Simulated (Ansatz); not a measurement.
**HfO$_{2}$: strain energy, fitted**

HfO$_{2}$, P4_2/mnm, a = 4.880 Å, c = 3.238 Å. This isn't the usual stable structure of the compound. Ansatz: PBE, PAW, 420 eV, Γ-centred 6×6×8 mesh on 6 atoms, Gaussian smearing 0.02 eV; no spin polarisation. Series: strain along c alone, the other axes held, atoms relaxed; x is the strain in per cent. y is the free energy over the unstrained cell, V0 = 12.853 Å³/atom.

| x (%) | y (meV/atom) |
| --- | --- |
| -6.0 | ? |
| -4.0 | 30.99 |
| -2.0 | 7.47 |
| 0.0 | 0.00 |
| 2.0 | 6.98 |
| 4.0 | 26.84 |
| 6.0 | 58.25 |

Fit y = c2 x² + c3 x³ to the other rows, turn c2 into a modulus, and predict the missing energy.

Least squares on the rows shown. y = 1.8085 x² − 0.031844 x³. In eV per unit strain² c2 is 18.09; this is C33 with relaxed ions (E = ½ C33 V0 ε²): 2 × 18.09 × 160.2 / (12.853) = 451 GPa. At x = -6.0 the fit asked for gives 71.98 meV/atom. The run gave 72.10 meV/atom, so the fit is 0.12 meV/atom too low, a small miss on the scale of the series.

Spin–orbit coupling is left out, which can shift energies with elements as heavy as these.